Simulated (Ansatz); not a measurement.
Input of an Ansatz 0.2.0 run:

File input.yaml:

```yaml
crystal:
  lattice:
    - [4.5673748306, 0.0, 0.0]
    - [-2.2836874153, 3.9554626319, 0.0]
    - [0.0, 0.0, 2.82624427]
  atoms:
    - { symbol: Ti, position: [0.6666666667, 0.3333333333, 0.5] }
    - { symbol: Ti, position: [0.3333333333, 0.6666666667, 0.5] }
    - { symbol: Ti, position: [0.0, 0.0, 0.0] }
hamiltonian:
  xc: pbesol
  pseudopotentials: { kind: paw }
kpoints:
  mp_grid: { grid: [7, 7, 9] }
scf:
  occupations: { method: fermi_dirac, width: 0.05 }
output:
  forces: true
  stress: true
  eigenvalues: true
relax:
  f_tol: 0.01
  max_steps: 40
  cell: { stress_tol: 0.05, p_target: 10.0 }
```

Potentials or basis: Ansatz PAW.

Run with:

```sh
$ ansatz run input.yaml --threads 2 --pin off --max-ram 5632MiB --backend cpu --events-out ev --progress --plain --runs-dir out
```

(1) What does it give for the relaxed cell?

(2) Estimate the space group after relaxing (to 0.05 Å).

(3) Predict the relaxed volume.

Answers

(1) a = 4.402 Å, b = 4.402 Å, c = 2.736 Å, α = 90.00°, β = 90.00°, γ = 120.00°.

(2) P6/mmm (No. 191).

(3) 15.30 Å³/atom.

Caveat: the PAW data sets come from PBE, with cores solved anew for the run's functional, which leaves a small shift of forces and pressure.
